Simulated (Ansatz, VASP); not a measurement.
# One calculation of Hf, two programs

INCAR

```
SYSTEM = Hf
PREC = Accurate
ENCUT = 520
EDIFF = 1E-6
ISMEAR = 1
SIGMA = 0.1
LREAL = .FALSE.
LASPH = .TRUE.
NELM = 100
ALGO = Normal
ISIF = 2
LWAVE = .FALSE.
LCHARG = .FALSE.
LDIPOL = .TRUE.
IDIPOL = 3
DIPOL = 0.5 0.5 0.373
NBANDS = 22
```

Contents of KPOINTS:

```
regular mesh
0
G
  12 12 1
  0 0 0
```

POSCAR

```
Hf
1.0
    3.2472423095      0.0000000000      0.0000000000
   -1.6236211548      2.8121943323      0.0000000000
    0.0000000000      0.0000000000     24.9879581038
Hf
3
Direct
    0.6666666667      0.3333333333      0.2801349342
    0.3333333333      0.6666666667      0.3706264035
    0.6666666667      0.3333333333      0.4676398676
```

Input for Ansatz:

```yaml
crystal:
  lattice:
    - [3.2472423095, 0.0, 0.0]
    - [-1.6236211548, 2.8121943323, 0.0]
    - [0.0, 0.0, 24.9879581038]
  atoms:
    - { symbol: Hf, position: [0.6666666667, 0.3333333333, 0.2801349342] }
    - { symbol: Hf, position: [0.3333333333, 0.6666666667, 0.3706264035] }
    - { symbol: Hf, position: [0.6666666667, 0.3333333333, 0.4676398676] }
basis:
  ecutwfc: 420
kpoints:
  mp_grid: { grid: [12, 12, 1] }
hamiltonian:
  xc: lda
  pseudopotentials: { kind: paw, azcp: { folder: soft_1 } }
scf:
  occupations: { method: methfessel_paxton, width: 0.1 }
  n_extra_bands: 8
  max_iter: 160
output:
  forces: true
  eigenvalues: true
  write_density: true
  write_potential: true
  elf: true
  volumetric_format: npy
efield:
  axis: 3
  dipole_correction: true
```

Alike in both runs: task single point; functional LDA; k mesh 12 × 12 × 1; occupations methfessel-paxton of order 1, width 0.1 eV; no spin polarisation.

```csv
,VASP,Ansatz
version,VASP 6.6.1,Ansatz 0.2.0
potentials or method,"VASP PAW LDA potentials, release 64 (Hf_pv)","scalar-relativistic, plane waves, PAW"
plane-wave cutoff (eV),520,420
valence electrons in the cell,30,78
```

VASP gave:

| Quantity | Value |
| --- | --- |
| gap on the k mesh at the Fermi level (eV) | none |
| rms of the force components (eV/Å) | 0.294 |

Q: Which values does Ansatz return?

A: gap on the k mesh at the Fermi level (eV): none; rms of the force components (eV/Å): 0.297.

Atom by atom the forces differ by 0.004 eV/Å (rms over components). A gap of «none» marks a metal or a gap that the smearing closes. The two sets of potentials don't hold the same shells in valence. Ansatz warned: «pseudo_functional_mismatch».

Spin-orbit coupling is left out, which matters for the levels of Hf.
